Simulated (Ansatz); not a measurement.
# Pt: the cost of one run

Computed with Ansatz 0.2.0 (DFT PBE, scalar-relativistic, plane waves, PAW, unless a step's input says otherwise).

2 further runs of the same task are left out: 2 set aside as unsound or not needed.

### 1 The structure to begin with

The structure is cubic, space group Fm-3m (No. 225). Conventional cell: a = 3.970 Å, b = 3.970 Å, c = 3.970 Å, α = 90.00°, β = 90.00°, γ = 90.00°. Around Pt (site symmetry m-3m) lie 12 Pt at 2.81 Å.

Coordinates:

```
Pt
1.0
     0.00000    1.98506    1.98506
     1.98506    0.00000    1.98506
     1.98506    1.98506    0.00000
Pt
1
Direct
  0.00000 0.00000 0.00000
```

It is the result of an earlier relaxation at this level (volume 15.64 Å³/atom; gap on the mesh: none (metal)).

### 2 The bulk in the cell of the plane

input.yaml

```yaml
crystal:
  lattice:
    - [2.8072932559, 0.0, 0.0]
    - [0.0, 6.8764360353, 0.0]
    - [1.4036466279, -2.2921453451, 0.8103957585]
  atoms:
    - { symbol: Pt, position: [0.0, 0.0, 0.0] }
basis:
  ecutwfc: 420
kpoints:
  mp_grid: { grid: [12, 5, 41] }
hamiltonian:
  xc: pbe
scf:
  occupations: { method: gaussian, width: 0.1 }
output:
  forces: true
  stress: true
  eigenvalues: true
```

On the command line:

```sh
$ ansatz run input.yaml --threads 8 --pin off --max-ram 15360MiB --backend cpu --events-out ev --progress --plain --runs-dir out
```

**Question.** How long does this run take on 8 threads of Arm Neoverse V2, shared host, and how much memory does it need?

About 1.9 s, with a peak of 0.52 GiB.
